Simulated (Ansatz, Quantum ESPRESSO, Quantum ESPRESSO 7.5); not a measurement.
**Screening and band shifts of H-BN-H chair, 1 layer**

Wanted: polarisability and gap of H-BN-H chair, 1 layer against a perpendicular field.

Program: Quantum ESPRESSO 7.5. Level of theory: plane-wave DFT, vdW-DF-cx, GBRV ultrasoft pseudopotentials made under PBE (geometry and cross-check by Ansatz 0.2.0 with PAW datasets; geometry under PBE). Results are calculated unless marked as measured.

### 1. Starting point

The cell holds 4 atoms: 2 H, 1 N and 1 B. Cell: a = 2.557 Å, b = 2.557 Å, c = 19.687 Å, α = 90.0°, β = 90.0°, γ = 120.0°. Vacuum lies along c.

This sheet is a model structure: its symmetry is held, and its stability is not tested here.

### 2. Relaxation with Ansatz

The geometry comes first, from a plane-wave PAW code, so that the later runs on this slab share one structure.

input.yaml

```yaml
crystal:
  lattice:
    - [2.5575, 0.0, 0.0]
    - [-1.27875, 2.2148599702, 0.0]
    - [0.0, 0.0, 19.6866666667]
  atoms:
    - { symbol: H, position: [0.6666666667, 0.3333333333, 0.4317643075] }
    - { symbol: "N", position: [0.6666666667, 0.3333333333, 0.4835760244] }
    - { symbol: B, position: [0.3333333333, 0.6666666667, 0.5098205215] }
    - { symbol: H, position: [0.3333333333, 0.6666666667, 0.5682356925] }
kpoints:
  mp_grid: { grid: [12, 12, 1] }
hamiltonian:
  xc: pbe
scf:
  occupations: { method: fermi_dirac, width: 0.05 }
  convergence: { dr2_threshold: 1.0e-08 }
efield:
  axis: 3
  dipole_correction: true
  ramp_position: 0.97
  ramp_width: 0.04
relax:
  f_tol: 0.01
  cell: { fix: [c, alpha, beta] }
output:
  write_potential: true
  write_density: true
  volumetric_format: npy
```

The run is started by

```bash
$ ansatz run input.yaml --threads 4 --pin off --max-ram 8192MiB --backend cpu --events-out ev --progress --plain --runs-dir out
```

Numbers of over 12 decimals in the logs are rounded to 6 here.

The log of the run:

```text
Warning: relax.cell: scf.convergence.dr2_threshold = 1e-8 eV is looser than the 4e-10 eV advised for a relaxation that steers and ends on the stress (1e-10 eV for each atom of the cell: 4). What an SCF threshold leaves in a stress goes as its square root, and in the free energy as the threshold itself, and one threshold admits the most on a small cell: [figures from the program's tests cut] Set scf.convergence.dr2_threshold to 4e-10 eV or tighter. The threshold is an SCF's pass mark: one that does not reach it within its budget of iterations ends unconverged, or closes short of it on a stop that the run arms, and scf.convergence.dr2_threshold's page says what that costs each kind of run
Engine: ansatz 0.2.0, aarch64-unknown-linux-gnu
Pseudopotentials: kind: paw
Pseudopotential: H, paw, valence charge 1, recommended cutoff 420 eV (normal), H.paw.azcp
Pseudopotential: N, paw, valence charge 5, recommended cutoff 420 eV (normal), N.paw.azcp
Pseudopotential: B, paw, valence charge 3, recommended cutoff 420 eV (normal), B.paw.azcp
Functional definition: PBE
  parameter kappa = 0.804
  parameter beta = 0.066725
  exchange = pbe_x(kappa = kappa, mu = beta*pi^2/3)
  correlation = pbe_c(beta = beta)
Crystal: 4 atoms, lattice volume = 111.515 Å³
Basis set: ecut = 420 eV, 2243 PW (Γ), exchange–correlation on 36×36×270 points (8 copies of the dense FFT grid, shifted against one another)
Bands: 9, of which v1, the nominal top of the filled ones, is band 5 counted from 1 (4 counted from 0)
Symmetry: 6 space group operations
Space group: P3m1 (ITA 156), of the structure as read, at distance tolerance 4.8e-5 Å
k-points: 19 of 144 (time reversal used)
Non-local potential: H, projectors of the file, l = 0: 2, l = 1: 1
Non-local potential: N, projectors of the file, l = 0: 2, l = 1: 2, l = 2: 1
Non-local potential: B, projectors of the file, l = 0: 2, l = 1: 2, l = 2: 1
PAW form: soft (Blöchl's): semilocal exchange-correlation on the pseudo side does not see the compensation charge
PAW one-centre angular grid: H, 110 points (default); XC on 64 Gauss nodes
PAW one-centre angular grid: N, 110 points (default); XC on 64 Gauss nodes
PAW one-centre angular grid: B, 110 points (default); XC on 64 Gauss nodes
Initial density: superposition of atomic densities (neutral atoms: chi_scale 0, normalization atom), corrected by the library's trained network
Initial wavefunctions: pseudopotential atomic-orbital guess
Functional: x = pbe(κ = 0.804, μ = 0.219515), c = pbe(β = 0.066725)
SCF iter   1: F=—  HF=-573.702540 eV  |F-HF|=—  |Δ(HF+E_count)|=         —  Δρ=5.85e-3  dr2=2.83e-2  ethr=1.77e-3  p=-0.116 e·Å  D=-1.88e-1 V/Å  ΔV_dip=3.70 eV  dr2_dipole=5.00e-5  V_vac-E_F(+/−)=6.46/2.77 eV  ⟨swp⟩=6.1  Hψ=1350  notcnv=0
efield: sawtooth ramp at fractional position 0.9700 (set: `efield.ramp_position`, or a place that a band, a saddle search or an elastic batch's reference lends), width 0.0400; the density the first Hamiltonian is built on has a dipole p = -0.116 e·Å; the dipole correction subtracts the counter field D = -1.88e-1 V/Å, which shifts the + side's vacuum level by +3.70 eV against the − side's; the planar-averaged density in the ramp window peaks in size at 4.5e-5 e/Å³
preconditioner: auto → none  [insulator: Δε(μ)=2.747 eV  Ē_g=14.568 eV  σ=0.050 eV  W_gap=1.00  n_scr=10 (ndim 8)  ℏωp=11.1 eV  f_vac=0.704  D(μ)=0.00/eV (n_scr^D=0)  ε∞_Penn≈1.6]
SCF iter   2: F=—  HF=-573.701489 eV  |F-HF|=—  |Δ(HF+E_count)|=   1.05e-3  Δρ=2.08e-3  dr2=5.87e-3  ethr=2.83e-4  p=-0.120 e·Å  D=-1.94e-1 V/Å  ΔV_dip=3.82 eV  dr2_dipole=1.24e-3  V_vac-E_F(+/−)=6.45/2.63 eV  ⟨swp⟩=2.6  Hψ=478  notcnv=0
SCF iter   3: F=—  HF=-573.701868 eV  |F-HF|=—  |Δ(HF+E_count)|=   3.79e-4  Δρ=1.60e-3  dr2=4.54e-3  ethr=5.87e-5  p=-0.140 e·Å  D=-2.28e-1 V/Å  ΔV_dip=4.48 eV  dr2_dipole=4.19e-4  V_vac-E_F(+/−)=6.76/2.28 eV  ⟨swp⟩=3.0  Hψ=338  notcnv=0
SCF iter   4: F=—  HF=-573.701043 eV  |F-HF|=—  |Δ(HF+E_count)|=   8.25e-4  Δρ=2.83e-4  dr2=1.97e-4  ethr=4.54e-5  p=-0.136 e·Å  D=-2.21e-1 V/Å  ΔV_dip=4.35 eV  dr2_dipole=4.29e-5  V_vac-E_F(+/−)=6.61/2.27 eV  ⟨swp⟩=2.1  Hψ=324  notcnv=0
SCF iter   5: F=—  HF=-573.701017 eV  |F-HF|=—  |Δ(HF+E_count)|=   2.65e-5  Δρ=1.15e-4  dr2=9.01e-6  ethr=1.97e-6  p=-0.139 e·Å  D=-2.25e-1 V/Å  ΔV_dip=4.43 eV  dr2_dipole=2.67e-8  V_vac-E_F(+/−)=6.67/2.24 eV  ⟨swp⟩=2.3  Hψ=300  notcnv=0
SCF iter   6: F=—  HF=-573.701046 eV  |F-HF|=—  |Δ(HF+E_count)|=   2.94e-5  Δρ=2.29e-5  dr2=2.92e-7  ethr=9.01e-8  p=-0.139 e·Å  D=-2.25e-1 V/Å  ΔV_dip=4.44 eV  dr2_dipole=7.91e-9  V_vac-E_F(+/−)=6.68/2.24 eV  ⟨swp⟩=2.4  Hψ=302  notcnv=0
SCF iter   7: F=—  HF=-573.701047 eV  |F-HF|=—  |Δ(HF+E_count)|=   4.53e-7  Δρ=7.30e-6  dr2=2.33e-8  ethr=2.92e-9  p=-0.139 e·Å  D=-2.25e-1 V/Å  ΔV_dip=4.44 eV  dr2_dipole=4.12e-13  V_vac-E_F(+/−)=6.68/2.24 eV  ⟨swp⟩=2.3  Hψ=261  notcnv=0
SCF iter   8: F=-573.701047 eV  HF=-573.701047 eV  |F-HF|=5.87e-10  |Δ(HF+E_count)|=   1.18e-7  Δρ=1.06e-6  dr2=1.33e-9  ethr=1.00e-10  p=-0.139 e·Å  D=-2.25e-1 V/Å  ΔV_dip=4.44 eV  dr2_dipole=4.09e-11  V_vac-E_F(+/−)=6.68/2.24 eV  ⟨swp⟩=9.3  Hψ=982  notcnv=0
SCF 1 converged in 8 iterations: F = -573.701047 eV  dr2 = 1.33e-9
  greatest PAW one-centre occupation: 0.795 electrons in one spin orbital (limit 2), on the N atom at site 1 (counted from 0), in its partial waves of l = 0
relax step   1: F+E_penalty+E_count = -573.70104675 eV  Δ(F+E_penalty+E_count) = +0.000e0 eV  max|allowed force component| = 1.250e0 eV/Å  Δτ_max = 0.0000 Å  P = +2.073 GPa  Ω = 111.515 Å³  fix = [c, alpha, beta]  reactions: c +3.078 GPa  (8 SCF iters, accepted)
Crystal: 4 atoms, lattice volume = 113.256 Å³
Basis set: ecut = 420 eV, 2279 PW (Γ), exchange–correlation on 36×36×270 points (8 copies of the dense FFT grid, shifted against one another)
Initial density: handed on by an earlier stage of this run
Initial wavefunctions: those handed on with the density
iter 1 solved again at ethr=1.55e-4 eV; its pass at ethr=3.10e-3 eV (dr2=1.55e-2 eV) is discarded
SCF iter   1: F=—  HF=-573.744560 eV  |F-HF|=—  |Δ(HF+E_count)|=         —  Δρ=3.58e-3  dr2=1.54e-2  ethr=1.55e-4  p=-0.141 e·Å  D=-2.25e-1 V/Å  ΔV_dip=4.44 eV  dr2_dipole=9.18e-5  V_vac-E_F(+/−)=6.61/2.18 eV  ⟨swp⟩=1.1  Hψ=1505  notcnv=0
[...]
SCF iter   7: F=-573.745469 eV  HF=-573.745469 eV  |F-HF|=2.09e-10  |Δ(HF+E_count)|=   1.07e-7  Δρ=2.13e-6  dr2=2.91e-9  ethr=1.00e-10  p=-0.142 e·Å  D=-2.25e-1 V/Å  ΔV_dip=4.43 eV  dr2_dipole=5.92e-11  V_vac-E_F(+/−)=6.76/2.33 eV  ⟨swp⟩=7.1  Hψ=1053  notcnv=0
SCF 3 converged in 7 iterations: F = -573.745469 eV  dr2 = 2.91e-9
  greatest PAW one-centre occupation: 0.792 electrons in one spin orbital (limit 2), on the N atom at site 1 (counted from 0), in its partial waves of l = 0
relax step   3: F+E_penalty+E_count = -573.74546864 eV  Δ(F+E_penalty+E_count) = -5.360e-3 eV  max|allowed force component| = 3.241e-2 eV/Å  Δτ_max = 0.0143 Å  P = +0.060 GPa  Ω = 114.332 Å³  energy of the carried Pulay correction = -2.683e-3 eV  fix = [c, alpha, beta]  reactions: c +0.034 GPa  (7 SCF iters, accepted)
[...]
relax step   4: F+E_penalty+E_count = -573.74537662 eV  Δ(F+E_penalty+E_count) = +9.202e-5 eV  max|allowed force component| = 8.000e-3 eV/Å  Δτ_max = 0.0007 Å  P = +0.000 GPa  Ω = 114.493 Å³  energy of the carried Pulay correction = -2.834e-3 eV  fix = [c, alpha, beta]  reactions: c +0.005 GPa  (6 SCF iters, accepted)
[...]
relax step   5: F+E_penalty+E_count = -573.74874848 eV  Δ(F+E_penalty+E_count) = -3.372e-3 eV  max|allowed force component| = 9.824e-3 eV/Å  Δτ_max = 0.0000 Å  P = +0.038 GPa  Ω = 114.493 Å³  fix = [c, alpha, beta]  reactions: c +0.007 GPa  stress off target by 5.37e-2 GPa on what of the cell is left free  SCF on the basis re-selected at this cell (its energy is not comparable with the rows above)  (7 SCF iters)
[...]
relax step   6: F+E_penalty+E_count = -573.74866633 eV  Δ(F+E_penalty+E_count) = +8.215e-5 eV  max|allowed force component| = 2.066e-3 eV/Å  Δτ_max = 0.0002 Å  P = +0.001 GPa  Ω = 114.595 Å³  energy of the carried Pulay correction = -1.013e-4 eV  fix = [c, alpha, beta]  reactions: c -0.003 GPa  (5 SCF iters, accepted)
iter 1 solved again at ethr=2.85e-7 eV; its pass at ethr=3.10e-3 eV (dr2=2.85e-5 eV) is discarded
SCF iter   1: F=—  HF=-573.748750 eV  |F-HF|=—  |Δ(HF+E_count)|=         —  Δρ=4.88e-6  dr2=7.26e-9  ethr=2.85e-7  p=-0.142 e·Å  D=-2.25e-1 V/Å  ΔV_dip=4.43 eV  dr2_dipole=3.35e-13  V_vac-E_F(+/−)=6.76/2.34 eV  ⟨swp⟩=3.4  Hψ=1881  notcnv=0
efield: sawtooth ramp at fractional position 0.9700 (set: `efield.ramp_position`, or a place that a band, a saddle search or an elastic batch's reference lends), width 0.0400; the density the first Hamiltonian is built on has a dipole p = -0.142 e·Å; the dipole correction subtracts the counter field D = -2.25e-1 V/Å, which shifts the + side's vacuum level by +4.43 eV against the − side's; the planar-averaged density in the ramp window peaks in size at 4.0e-6 e/Å³
eigensolver tolerance schedule: the retry pair's looser diagonalisation over-reported the residual by 3917.37 of it (diagonalisation noise at 0.56 of the residual, at the tolerance the schedule requests for it); recorded, not acted on — ethr = c·dr2/N_el stays at c = 1.0e-1
preconditioner: auto → none  [insulator: Δε(μ)=2.881 eV  Ē_g=14.210 eV  σ=0.050 eV  W_gap=1.00  n_scr=10 (ndim 8)  ℏωp=11.0 eV  f_vac=0.728  D(μ)=0.00/eV (n_scr^D=0)  ε∞_Penn≈1.6]
SCF iter   2: F=—  HF=-573.748772 eV  |F-HF|=—  |Δ(HF+E_count)|=   2.13e-5  Δρ=2.28e-6  dr2=2.24e-9  ethr=7.26e-11  p=-0.142 e·Å  D=-2.25e-1 V/Å  ΔV_dip=4.43 eV  dr2_dipole=7.05e-12  V_vac-E_F(+/−)=6.76/2.34 eV  ⟨swp⟩=14.0  Hψ=1434  notcnv=0
SCF iter   3: F=-573.748772 eV  HF=-573.748772 eV  |F-HF|=3.50e-10  |Δ(HF+E_count)|=   1.42e-9  Δρ=1.11e-6  dr2=4.52e-10  ethr=2.24e-11  p=-0.142 e·Å  D=-2.25e-1 V/Å  ΔV_dip=4.43 eV  dr2_dipole=7.12e-12  V_vac-E_F(+/−)=6.76/2.34 eV  ⟨swp⟩=6.3  Hψ=947  notcnv=0
SCF 7 converged in 3 iterations: F = -573.748772 eV  dr2 = 4.52e-10
relax step   7: F+E_penalty+E_count = -573.74877176 eV  Δ(F+E_penalty+E_count) = -1.054e-4 eV  max|allowed force component| = 2.151e-3 eV/Å  Δτ_max = 0.0000 Å  P = +0.002 GPa  Ω = 114.595 Å³  fix = [c, alpha, beta]  reactions: c -0.003 GPa  stress off target by 4.38e-3 GPa on what of the cell is left free  SCF on the basis re-selected at this cell (its energy is not comparable with the rows above)  (3 SCF iters)
basis re-selected at this cell: Δ(F+E_penalty+E_count) = -1.054e-4 eV, ΔP = +0.001 GPa vs the last step (what re-selecting the basis moved, of the pressure what is left beyond the Pulay correction that the steps carried, after the strain that the cell walked since its last selection, with what the two solves' SCF thresholds leave and, on support functions, any second-order correction that the steps lacked; it is no m [...]
WARN: The output density's exchange-correlation potential varies sharply where the density is thin. Do not read a vacuum level from v_tot or v_xc, or from such a field of the output density. On a cell that repeats whose density bears no net charge and no dipole along the vacuum's axis use v_es (v_loc + v_h of the components); under efield.dipole_correction with no amplitude use v_es + v_field, which holds any externa [...]
SCF converged after 3 iterations
Free energy (F): -573.748772 eV
Harris-Foulkes:  -573.748772 eV  (|F-HF|=3.50e-10)
Internal energy: -573.748772 eV  (E = F + TS)
E sigma→0 (E₀):  -573.748772 eV
Fermi energy:    -2.591174 eV
Dipole field:    D = -0.224819 V/Å  (p = -0.142376 e·Å, saw-weighted, corrected)
Work function:   Φ+ = 6.7612 eV   Φ− = 2.3353 eV
Levels:          The Fermi level and band energies are counted from a zero that moves with the ramp; work functions are not
--- Per-component energies (eV) ---
  E_band       = -101.570534
  E_kinetic    = 211.019613
  E_local      = -4095.532761  (includes V_loc(G=0)·N_el)
  E_nonlocal   = 60.270012
  E_hartree    = 1942.205982
  E_xc         = -110.616259
  E_vxc        = -138.226230  (∫ρ·V_xc dr)
  E_paw        = -207.486214  (= ΣΔE_a)
  E_vpaw       = -23.740630  (= ΣTr[D̂ρ^β])
  E_aug_tail   = -0.002585  (compensation charges beyond the density's cutoff)
  E_efield     = 0.016004  (sawtooth field / dipole correction)
  E_vefield    = 0.230333  (∫n·V_field dr)
  E_ewald      = 1626.377436
  E_smearing   = -0.000000  (= −TS)
  E_closure    = -0.000000  (closes the sum)
  Σ components = -573.748772   (vs F -573.748772, Δ=0.00e0)
--- Forces (eV/Å), atoms counted from 1 ---
  atom   1  H      0.00000000    -0.00000000     0.00084058
  atom   2  N      0.00000000     0.00000000    -0.00118377
  atom   3  B      0.00000000     0.00000000     0.00214903
  atom   4  H     -0.00000000     0.00000000    -0.00181279
  max |Σ_I F_I| component: 6.94e-6 eV/Å
--- Stress (GPa, compression-positive) ---
        0.004379       0.000000       0.000000
       -0.000000       0.004379       0.000000
        0.000000       0.000000      -0.003439
  P = ⅓ Tr σ = 0.0018 GPa (0.018 kbar)
--- Band table (eV; the first three rows and the last of 19) ---
  k-point 0: bands = ["-21.5029", "-12.2296", "-5.6965", "-4.0456", "-4.0456", "-1.1646", "0.3288", "1.8488", "3.4372"]
  k-point 1: bands = ["-21.3766", "-12.1092", "-5.6121", "-4.6563", "-4.2519", "-0.9952", "0.5239", "2.0392", "3.6289"]
  k-point 2: bands = ["-21.0073", "-11.7647", "-6.1940", "-5.3098", "-4.7627", "-0.4973", "1.1079", "2.6063", "4.1786"]
  k-point 18: bands = ["-18.3355", "-10.5103", "-9.8864", "-9.0986", "-4.4724", "4.8308", "5.4347", "6.9083", "8.0783"]
--- Relaxed structure (5 steps of the walk, 5 accepted, 2 SCFs on fresh bases) ---
  F+E_penalty+E_count = -573.74877176 eV   max|allowed force component| = 2.151e-3 eV/Å   (the final SCF, on the basis selected at the relaxed cell)
  cell:  # Å, volume = 114.5950 Å³
    - [2.592575, 0, 0]
    - [-1.296288, 2.245236, 0]
    - [0, 0, 19.6866666667]
  atoms:
    - { symbol: H, position: [0.666667, 0.333333, 0.430616] }
    - { symbol: N, position: [0.666667, 0.333333, 0.483167] }
    - { symbol: B, position: [0.333333, 0.666667, 0.509373] }
    - { symbol: H, position: [0.333333, 0.666667, 0.570240] }
```

The job ended after 5.2 s (4 threads of Arm Neoverse V1, shared host; peak memory 0.38 GiB).

The steps of the relaxation:

```
step  energy less that of the first step (eV)  largest force component (eV/Å)  pressure (GPa)  volume (Å³)
   1                                   0.0000                          1.2501            2.07       111.52
   2                                  -0.0391                          0.3965            0.80       113.26
   3                                  -0.0444                          0.0324            0.06       114.33
   4                                  -0.0443                          0.0080            0.00       114.49
  5*                                  -0.0477                          0.0098            0.04       114.49
   6                                  -0.0476                          0.0021            0.00       114.59
  7*                                  -0.0477                          0.0022            0.00       114.59
```

Relaxation steps marked * repeat the geometry before them on a plane-wave basis chosen anew for their cell, so energy and pressure can jump there.

```
cell as run  before  after  change
      a (Å)   2.557  2.593  +1.4 %
      b (Å)   2.557  2.593  +1.4 %
```

The atoms that moved most (Å, along periodic axes as changes of fractional coordinates times the final cell, across vacuum about the mean position):

```
atom     dx     dy      dz  length
  H4  0.000  0.000   0.039   0.039
  H1  0.000  0.000  -0.023   0.023
  B3  0.000  0.000  -0.009   0.009
  N2  0.000  0.000  -0.008   0.008
```

Final coordinates:

```xyz
4
Lattice="2.5926 0.0000 0.0000 -1.2963 2.2452 0.0000 0.0000 0.0000 19.6867" Properties=species:S:1:pos:R:3
H     1.2963    0.7484    8.4774
N     1.2963    0.7484    9.5119
B     0.0000    1.4968   10.0279
H     0.0000    1.4968   11.2261
```

Numbers from this step:

| Item | Value |
| --- | --- |
| free energy | -573.7488 eV |
| Fermi energy | -2.591 eV |
| gap by band count | 2.881 eV |
| symmetry operations | 6 |
| dipole along the normal | -0.1424 e·Å |
| vacuum level at the upper face over a Fermi level inside the gap | 6.761 eV |
| vacuum level at the lower face over a Fermi level inside the gap | 2.335 eV |

[end of part 1 of 6]

[Logs are printed without paths, hosts, clocks, repeated set-up lines and the standing remarks that a program may print on its own settings, such as how far it seeks lower states.]

[Hosts, paths, dates, database ids (printed as entryN), source tags and the programs' standing remarks are cut or masked in the printed files.]

[Maps of the electrostatic potential energy from Ansatz leave out the sawtooth potential of an applied field or a dipole correction, so their vacuum need not be flat; planar profiles and work functions include it.]
